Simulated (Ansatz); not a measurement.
Write a Python script for Ansatz's Python interface that makes a single point from an input typed as a dict of TiO2, space group Cmm2. Settings: PBEsol, PAW, the default cutoff (420 eV here), 3×3×2 k-points, fixed occupations.

```
Ti O
1.0
     3.13576   -5.76984    0.00000
     3.13576    5.76984    0.00000
     0.00000    0.00000   10.46354
Ti O
4 8
Direct
  0.75420 0.24580 0.99954
  0.25372 0.25372 0.94268
  0.24580 0.75420 0.99954
  0.74628 0.74628 0.94268
  0.60949 0.88109 0.03824
  0.00000 0.00000 0.86054
  0.75631 0.24369 0.84396
  0.39051 0.11891 0.03824
  0.24369 0.75631 0.84396
  0.88109 0.60949 0.03824
  0.11891 0.39051 0.03824
  0.50000 0.50000 0.85265
```

The script, `run_deck.py`:
```python
from collections import Counter
import json
import warnings

import ansatz as az

warnings.simplefilter('ignore', az.DeckWarning)

settings = {
    'crystal': {
        'lattice': [
            [3.135762, -5.769836, 0.0],
            [3.135762, 5.769836, 0.0],
            [0.0, 0.0, 10.463535],
        ],
        'atoms': [
            {'symbol': 'Ti', 'position': [0.754203, 0.245797, 0.999542]},
            {'symbol': 'Ti', 'position': [0.253717, 0.253717, 0.942676]},
            {'symbol': 'Ti', 'position': [0.245797, 0.754203, 0.999542]},
            {'symbol': 'Ti', 'position': [0.746283, 0.746283, 0.942676]},
            {'symbol': 'O', 'position': [0.609494, 0.881086, 0.038237]},
            {'symbol': 'O', 'position': [0.0, 0.0, 0.860544]},
            {'symbol': 'O', 'position': [0.756308, 0.243692, 0.843963]},
            {'symbol': 'O', 'position': [0.390506, 0.118914, 0.038237]},
            {'symbol': 'O', 'position': [0.243692, 0.756308, 0.843963]},
            {'symbol': 'O', 'position': [0.881086, 0.609494, 0.038237]},
            {'symbol': 'O', 'position': [0.118914, 0.390506, 0.038237]},
            {'symbol': 'O', 'position': [0.5, 0.5, 0.852648]},
        ],
    },
    'kpoints': {'mp_grid': {'grid': [3, 3, 2]}},
    'hamiltonian': {'xc': 'pbesol'},
    'scf': {'occupations': {'method': 'fixed'}},
    'output': {'forces': True, 'stress': True},
}

res = az.Session.from_dict(settings).plan().execute()
data = res.report

energy = data['free_energy_ev']
print('TiO2: {:.6f} eV = {:.6f} Ry = {:.6f} Ha'.format(energy, energy / 13.605693, energy / 27.211386))
print('Fermi level {:.4f} eV, {} k-points, {} symmetry operations'.format(data['fermi_energy_ev'], data['n_kpoints'], data['n_symmetry_ops']))

print('forces (eV/A)')
for site, force in zip(res.lattice.sites, data['forces_ev_ang']):
    print(f'  {site.symbol:2s} {force[0]:9.4f} {force[1]:9.4f} {force[2]:9.4f}')

keep = ['free_energy_ev', 'energy_sigma0_ev', 'fermi_energy_ev', 'n_iterations', 'converged', 'magnetization_mub', 'n_kpoints']
with open('tio2.json', 'w') as handle:
    json.dump({key: data[key] for key in keep}, handle, indent=1)

told = Counter((n['data']['severity'], n['data']['kind']) for n in res.notices if n['event'] == 'notice')
for (severity, kind), count in sorted(told.items()):
    print(f'{severity:8s} {kind} x{count}')
```

```console
$ python run_deck.py
TiO2: -14395.149747 eV = -1058.024001 Ry = -529.012001 Ha
Fermi level -2.1558 eV, 8 k-points, 4 symmetry operations
forces (eV/A)
  Ti    0.0000    0.0767   -0.8159
  Ti   -0.1793   -0.0000   -0.0699
  Ti    0.0000   -0.0767   -0.8159
  Ti    0.1793   -0.0000   -0.0699
  O     0.0347   -0.0509   -0.2474
  O     0.0000    0.0000    0.2516
  O     0.0000    0.1397    1.0842
  O    -0.0347    0.0509   -0.2474
  O     0.0000   -0.1397    1.0842
  O     0.0347    0.0509   -0.2474
  O    -0.0347   -0.0509   -0.2474
  O     0.0000    0.0000    0.3410
audit    band_cg_iterations x1
audit    loop_bands_changed x1
audit    preconditioner_resolved x1
```

`tio2.json`, as written:
```json
{
 "free_energy_ev": -14395.14974682257,
 "energy_sigma0_ev": -14395.14974682257,
 "fermi_energy_ev": -2.15584123999324,
 "n_iterations": 11,
 "converged": true,
 "magnetization_mub": 0.0,
 "n_kpoints": 8
}
```

What to keep in mind:
- Absolute energies stand on the zero of these potentials, so only differences at equal settings mean something. A total without «per atom» is that of the cell as typed.
- The run is spin-unpolarised.
- The cell holds layers, chains or clusters in vacuum, no bulk phase.
- Under fixed occupations the level called the Fermi level is the highest filled one on the SCF mesh; off the mesh a filled band can lie a little above it.
- The zero of the levels is a convention of the potentials, so an absolute Fermi energy is no work function.
- Points of the mesh across the vacuum add cost only.
- The structure comes from a database of computed cells and needn't be a stable or known phase.
- The whole script took 14 s on 1 thread of Arm Neoverse V2, on a shared host, peak memory 0.57 GiB.

(Lines on the test bed's own set-up are left out of the output.)
